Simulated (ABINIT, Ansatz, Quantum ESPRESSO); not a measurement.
MgS and the functional, program beside program

Symmetry: Fm-3m, No. 225, cubic system. The conventional cell has a = 5.203 Å, b = 5.203 Å, c = 5.203 Å, α = 90.00°, β = 90.00°, γ = 90.00°. S (site symmetry m-3m) has 6 Mg at 2.60 Å as nearest neighbours. Around Mg (site symmetry m-3m) lie 6 S at 2.60 Å.

Kept alike: task band structure; k mesh 9 × 9 × 9; occupations fermi-dirac, width 0.05 eV; no spin polarisation. The mesh is that of the run's cell of 2 atoms. No spin-orbit coupling.

- A: ABINIT; JTH PAW LDA v2.0 (LDA); JTH PAW PBE v2.0 (PBE, PBEsol), cutoff 544 eV
- B: Ansatz, Ansatz PAW, made for PBE, cutoff 420 eV
- C: Quantum ESPRESSO, SG15 PBE 1.2, made for PBE, cutoff 952 eV

| functional | A: pressure (GPa) | B: pressure (GPa) | C: pressure (GPa) |
| --- | --- | --- | --- |
| LDA | -3.30 | -3.28 | -3.03 |
| PBE | 1.07 | 1.16 | 0.90 |
| PBEsol | -1.01 | -0.94 | -0.57 |

Pressure is positive in compression; plane-wave values hold the error of the finite cutoff, which Ansatz corrects. Values on potentials made for another functional: A at PBEsol; B at LDA, PBEsol; C at LDA, PBEsol.

**Question.** How large is the effect of the functional, and do the programs agree on it?

**Answer.** From LDA to PBE the pressure moves by +4.37 in A, +4.44 in B, +3.93 in C (GPa). Row by row the programs differ by 0.26 to 0.44, and over this span the shifts, as printed, agree within about 11 %. Shifts from LDA: PBE +4.37, +4.44, +3.93; PBEsol +2.29, +2.34, +2.46; the programs' shifts differ by up to 0.51.
